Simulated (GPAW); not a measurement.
**WC (Qusongite) in GPAW: the effect of potentials**

WC (Qusongite):

```
W C
1.0
     2.90650    0.00000    0.00000
    -1.45325    2.51710    0.00000
     0.00000    0.00000    2.83660
W C
1 1
Direct
  0.00000 0.00000 0.00000
  0.66667 0.33333 0.50000
```

Alike in all runs:

```yaml
Program: GPAW 26.7.0
Task: band structure
Functional: PBE
Cutoff: 800 eV
Basis: pw
k_mesh: 10 × 10 × 9
Occupations: fermi-dirac, width 0.05 eV
Spin: no spin polarisation
```

| potentials | pressure (GPa) |
| --- | --- |
| GPAW stock | 5.4 |
| GPAW stock, other valence | 17.0 |
| PAW data sets made by gpaw-setup for the functional | 5.4 |
| JTH PAW 2.0 | ? |

Q: What does the run with potentials JTH PAW 2.0 give?

A: Pressure 6.0 GPa.

Caveats: the program truncates these outside data sets (some runs).

The runs don't all hold the same shells in valence.
